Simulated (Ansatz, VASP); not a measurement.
B2P: VASP beside Ansatz

```
B P
1.0
     1.48482    0.85725    3.92488
    -1.48482    0.85725    3.92488
     0.00000   -1.71451    3.92488
B P
2 1
Direct
  0.42934 0.42934 0.42934
  0.57066 0.57066 0.57066
  0.00000 0.00000 0.00000
```

Change from the starting cell: strain = -0.02.

Alike in both runs: task relaxation of the atoms; functional PBE; k mesh 10 × 10 × 10; occupations fermi-dirac, width 0.05 eV; no spin polarisation.

|  | VASP | Ansatz |
| --- | --- | --- |
| version | VASP 6.6.1 | Ansatz 0.2.0 |
| potentials or method | VASP PAW PBE potentials, release 64 (B, P) | Ansatz PAW |
| plane-wave cutoff (eV) | 520 | 420 |
| valence electrons in the cell | 11 | 11 |

```tsv
	VASP	Ansatz	Ansatz less VASP
gap on the k mesh at the Fermi level, each at its own relaxed structure (eV)	none	none	-
energy change over the relaxation (meV/atom)	-1	-1	-0.1
```

A gap of «none» marks a metal or a gap that the smearing closes.
